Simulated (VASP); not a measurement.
**VASP 6.6.1, PBE single-point calculation, BaTe (strained measured structure)**

INCAR

```
IBRION = -1
PREC = Accurate
ISIF = 2
NBANDS = 15
SIGMA = 0.02
EDIFF = 1E-7
LASPH = .TRUE.
NSW = 0
LREAL = .FALSE.
LCHARG = .FALSE.
GGA = PE
ENCUT = 520
LWAVE = .FALSE.
NELM = 120
ISMEAR = -1
```

KPOINTS

```
KPOINTS created by Atomic Simulation Environment
0
Gamma
6 6 6
0 0 0
```

KPOINTS_OPT

```
special points
7
Reciprocal
0.0000000000 0.0000000000 0.0000000000 1
0.5000000000 0.0000000000 0.5000000000 1
0.6250000000 0.2500000000 0.6250000000 1
0.3750000000 0.3750000000 0.7500000000 1
0.5000000000 0.5000000000 0.5000000000 1
0.5000000000 0.2500000000 0.7500000000 1
0.5000000000 0.5000000000 0.0000000000 1
```

POSCAR

```
Ba Te
 1.0000000000000000
     0.0510428811000000    3.5323793129999999    3.5323793129999999
     3.5323793129999999    0.0510428811000000    3.5323793129999999
     3.5834221941000002    3.5834221941000002    0.0000000000000000
 Ba  Te
   1   1
Cartesian
  0.0000000000000000  0.0000000000000000  0.0000000000000000
  3.5834221940999997  3.5834221940999997  3.5323793129999994
```

VASP ran with the recommended PBE PAW datasets (16 valence electrons in the cell).

Command

```
mpirun -np 1 vasp_std
```

OSZICAR

```
N       E                     dE             d eps       ncg     rms          rms(c)
DAV:   1     0.851385762029E+02    0.85139E+02   -0.63418E+03  1380   0.893E+02
DAV:   2    -0.319734002047E+01   -0.88336E+02   -0.81539E+02  1871   0.155E+02
DAV:   3    -0.858974939345E+01   -0.53924E+01   -0.53555E+01  1878   0.413E+01
DAV:   4    -0.872919463037E+01   -0.13945E+00   -0.13940E+00  1818   0.667E+00
DAV:   5    -0.873227269202E+01   -0.30781E-02   -0.30780E-02  2019   0.859E-01    0.358E+00
DAV:   6    -0.861549045272E+01    0.11678E+00   -0.13492E-01  1674   0.182E+00    0.235E+00
DAV:   7    -0.861801176554E+01   -0.25213E-02   -0.11110E-01  1717   0.185E+00    0.833E-01
DAV:   8    -0.862500148165E+01   -0.69897E-02   -0.15293E-02  1464   0.823E-01    0.200E-01
DAV:   9    -0.862537594685E+01   -0.37447E-03   -0.85966E-04  1884   0.186E-01    0.671E-02
DAV:  10    -0.862560877797E+01   -0.23283E-03   -0.41282E-04  1457   0.137E-01    0.244E-02
DAV:  11    -0.862562205991E+01   -0.13282E-04   -0.42523E-05  1872   0.364E-02    0.236E-02
DAV:  12    -0.862561769858E+01    0.43613E-05   -0.13620E-05  1611   0.188E-02    0.121E-02
DAV:  13    -0.862561861198E+01   -0.91340E-06   -0.92662E-07  1619   0.572E-03    0.210E-03
DAV:  14    -0.862561877065E+01   -0.15867E-06   -0.16962E-08  1271   0.820E-04    0.402E-04
DAV:  15    -0.862561885400E+01   -0.83351E-07   -0.12474E-08   970   0.741E-04
   1 F= -.86256189E+01 E0= -.86256189E+01  d E =-.296649E-12
       N       E                     dE             ncg
DAV:   1     0.128475930408E+04   -0.30674E+04      210
DAV:   2     0.685864809212E+03   -0.59889E+03      273
DAV:   3     0.651072318855E+03   -0.34792E+02      282
DAV:   4     0.650253887707E+03   -0.81843E+00      254
DAV:   5     0.650233945270E+03   -0.19942E-01      282
DAV:   6     0.650233328683E+03   -0.61659E-03      253
DAV:   7     0.650233304373E+03   -0.24309E-04      267
DAV:   8     0.650233303358E+03   -0.10159E-05      206
DAV:   9     0.650233303313E+03   -0.44871E-07      192
```

From OUTCAR

```
k-points           NKPTS =     46   k-points in BZ     NKDIM =     46   number of bands    NBANDS=     15

   NELECT =      16.0000    total number of electrons

   dimension x,y,z NGX =    40 NGY =   40 NGZ =   40
   dimension x,y,z NGXF=    80 NGYF=   80 NGZF=   80

  energy-cutoff  :      520.00
  volume of cell :       88.13
      direct lattice vectors                 reciprocal lattice vectors
     0.051042881  3.532379313  3.532379313    -0.143623005  0.143623005  0.141547653
     3.532379313  0.051042881  3.532379313     0.143623005 -0.143623005  0.141547653
     3.583422194  3.583422194  0.000000000     0.139531424  0.139531424 -0.141547653

 k-points in reciprocal lattice and weights: KPOINTS created by Atomic Simulation Env
   0.00000000  0.00000000  0.00000000       0.005
   0.16666667 -0.00000000  0.00000000       0.019
   0.33333333 -0.00000000  0.00000000       0.019
   0.50000000  0.00000000  0.00000000       0.009
   0.16666667  0.16666667  0.00000000       0.009
   0.33333333  0.16666667  0.00000000       0.019
   0.50000000  0.16666667  0.00000000       0.019
  -0.33333333  0.16666667  0.00000000       0.019
   ...

 E-fermi :   2.6282

 k-point     1 :       0.0000    0.0000    0.0000
  band No.  band energies     occupation
      1     -24.9874      2.00000
      2     -10.1323      2.00000
      3     -10.1319      2.00000
      4     -10.1312      2.00000
      5      -7.3731      2.00000
      6       2.0639      2.00000
      7       2.1070      2.00000
      8       2.1572      2.00000
      9       4.8675      0.00000
     10       4.9558      0.00000
     11       5.0888      0.00000
     12       5.1443      0.00000
     13       5.6408      0.00000
     14       5.6416      0.00000
     15       9.0937      0.00000

 k-point     2 :       0.1667   -0.0000    0.0000
  band No.  band energies     occupation
      1     -24.9844      2.00000
      2     -10.2362      2.00000
      3     -10.1359      2.00000
      4     -10.1336      2.00000
      5      -7.2013      2.00000
      6       1.3550      2.00000
      7       1.6952      2.00000
      8       1.7613      2.00000
      9       5.0640      0.00000
     10       5.2895      0.00000
     11       5.4057      0.00000
     12       6.0408      0.00000
     13       6.3778      0.00000
     14       6.3855      0.00000
     15       9.9329      0.00000

 k-point     3 :       0.3333   -0.0000    0.0000
  band No.  band energies     occupation
      1     -24.9784      2.00000
      2     -10.4186      2.00000
      3     -10.1435      2.00000
      4     -10.1384      2.00000
      5      -6.8729      2.00000
      6       0.3502      2.00000
      7       1.1668      2.00000
      8       1.2413      2.00000
      9       5.4800      0.00000
     10       6.1424      0.00000
     11       6.2594      0.00000
     12       7.3808      0.00000
     13       7.9707      0.00000
     14       7.9741      0.00000
     15      10.0900      0.00000

 k-point     4 :       0.5000    0.0000    0.0000
  band No.  band energies     occupation
      1     -24.9754      2.00000
      2     -10.5002      2.00000
      3     -10.1473      2.00000
      4     -10.1407      2.00000
      5      -6.7119      2.00000
      6      -0.0466      2.00000
      7       0.9575      2.00000
      8       1.0355      2.00000
      9       6.2453      0.00000
     10       6.7674      0.00000
     11       6.9009      0.00000
     12       7.0908      0.00000
     13       8.8900      0.00000
     14       9.0388      0.00000
     15       9.4081      0.00000

 k-point     5 :       0.1667    0.1667    0.0000
  band No.  band energies     occupation
      1     -24.9836      2.00000
      2     -10.2261      2.00000
      3     -10.1505      2.00000
      4     -10.1499      2.00000
      5      -7.1860      2.00000
      6       1.0224      2.00000
      7       1.8664      2.00000
      8       1.9710      2.00000
      9       4.5703      0.00000
     10       5.4471      0.00000
     11       5.7711      0.00000
     12       5.8202      0.00000
     13       5.9375      0.00000
     14       7.5747      0.00000
     15      10.1251      0.00000

 k-point     6 :       0.3333    0.1667    0.0000
  band No.  band energies     occupation
      1     -24.9787      2.00000
      2     -10.3440      2.00000
      3     -10.1626      2.00000
      4     -10.1607      2.00000
      5      -6.9961      2.00000
      6       0.5487      2.00000
      7       1.4553      2.00000
      8       1.5127      2.00000
      9       4.6622      0.00000
     10       6.2824      0.00000
     11       6.3901      0.00000
     12       6.7994      0.00000
     13       6.8485      0.00000
     14       8.8425      0.00000
     15      10.0414      0.00000

 k-point     7 :       0.5000    0.1667    0.0000
  band No.  band energies     occupation
      1     -24.9746      2.00000
      2     -10.4408      2.00000
      3     -10.1809      2.00000
      4     -10.1580      2.00000
      5      -6.8252      2.00000
      6       0.2557      2.00000
      7       1.0702      2.00000
      8       1.1140      2.00000
      9       5.4740      0.00000
     10       6.7971      0.00000
     11       7.0651      0.00000
     12       7.3625      0.00000
     13       8.0691      0.00000
     14       8.9065      0.00000
     15       9.2809      0.00000

 k-point     8 :      -0.3333    0.1667    0.0000
  band No.  band energies     occupation
      1     -24.9754      2.00000
      2     -10.4301      2.00000
      3     -10.1914      2.00000
      4     -10.1411      2.00000
      5      -6.8339      2.00000
      6       0.2398      2.00000
      7       1.0069      2.00000
      8       1.2664      2.00000
      9       5.7360      0.00000
     10       6.2649      0.00000
     11       6.7953      0.00000
     12       7.1388      0.00000
     13       7.7264      0.00000
     14       9.4512      0.00000
     15      10.0929      0.00000

 k-point     9 :      -0.1667    0.1667    0.0000
  band No.  band energies     occupation
      1     -24.9803      2.00000
      2     -10.3308      2.00000
      3     -10.1700      2.00000
      4     -10.1289      2.00000
      5      -7.0198      2.00000
      6       0.6885      2.00000
      7       1.2526      2.00000
      8       1.6880      2.00000
      9       5.3192      0.00000
     10       5.4913      0.00000
     11       5.8221      0.00000
     12       6.3345      0.00000
     13       7.6052      0.00000
     14       7.8654      0.00000
     15      10.4726      0.00000

 k-point    10 :       0.3333    0.3333    0.0000
  band No.  band energies     occupation
      1     -24.9761      2.00000
      2     -10.3147      2.00000
      3     -10.1893      2.00000
      4     -10.1854      2.00000
      5      -7.0882      2.00000
      6       0.6348      2.00000
      7       1.6906      2.00000
      8       1.8073      2.00000
      9       3.9319      0.00000
     10       6.1930      0.00000
     11       6.2395      0.00000
     12       7.2842      0.00000
     13       7.3608      0.00000
     14       8.9040      0.00000
     15      10.0905      0.00000

 k-point    11 :       0.5000    0.3333    0.0000
  band No.  band energies     occupation
      1     -24.9731      2.00000
      2     -10.3296      2.00000
      3     -10.2291      2.00000
      4     -10.1920      2.00000
      5      -7.0555      2.00000
      6       0.8321      2.00000
      7       1.3387      2.00000
      8       1.4647      2.00000
      9       4.2689      0.00000
     10       6.9596      0.00000
     11       7.1384      0.00000
     12       7.3496      0.00000
     13       7.4937      0.00000
     14       7.8354      0.00000
     15       9.7205      0.00000

 k-point    12 :      -0.3333    0.3333    0.0000
  band No.  band energies     occupation
      1     -24.9728      2.00000
      2     -10.3594      2.00000
      3     -10.2628      2.00000
      4     -10.1681      2.00000
      5      -6.9251      2.00000
      6       0.5810      2.00000
      7       1.1372      2.00000
      8       1.1396      2.00000
      9       5.3826      0.00000
     10       6.5806      0.00000
     11       6.8567      0.00000
     12       6.9612      0.00000
     13       8.3462      0.00000
     14       8.6027      0.00000
     15      10.0290      0.00000

 k-point    13 :       0.5000    0.5000    0.0000
  band No.  band energies     occupation
      1     -24.9724      2.00000
      2     -10.3170      2.00000
      3     -10.2089      2.00000
      4     -10.2033      2.00000
      5      -7.1739      2.00000
      6       0.9833      2.00000
      7       1.6666      2.00000
      8       1.7886      2.00000
      9       3.6829      0.00000
     10       6.4947      0.00000
     11       6.6368      0.00000
     12       7.5714      0.00000
     13       7.7413      0.00000
     14       7.7616      0.00000
     15       9.8061      0.00000

 ...

  Total        0.1664957      0.1664957      0.1607729     -0.1784474      0.0000000      0.0000000
  in kB        3.0267210      3.0267210      2.9226852     -3.2439894      0.0000000      0.0000000
  external PRESSURE =       2.9920424 kB  Pullay stress =       0.0000000 kB

 POSITION                                       TOTAL-FORCE (eV/Angst)
 -----------------------------------------------------------------------------------
      0.00000      0.00000      0.00000        -0.000000     -0.000000      0.000000
      3.58342      3.58342      3.53238         0.000000      0.000000      0.000000
 -----------------------------------------------------------------------------------
    total drift:                                0.000000     -0.000000     -0.000000

  FREE ENERGIE OF THE ION-ELECTRON SYSTEM (eV)
  ---------------------------------------------------
  free  energy   TOTEN  =        -8.6256188540 eV

  energy  without entropy=       -8.6256188540  energy(sigma->0) =       -8.62561885
```

The gap between bands v and c is 1.53 eV, the least direct gap is 1.89 eV and the pressure is 0.3 GPa.

Band v is the last that the valence electrons fill when counted band by band, and c is the next.

The run took about 68 s on one core of a shared host (Intel Xeon Platinum 8488C) and held 0.28 GiB at most.
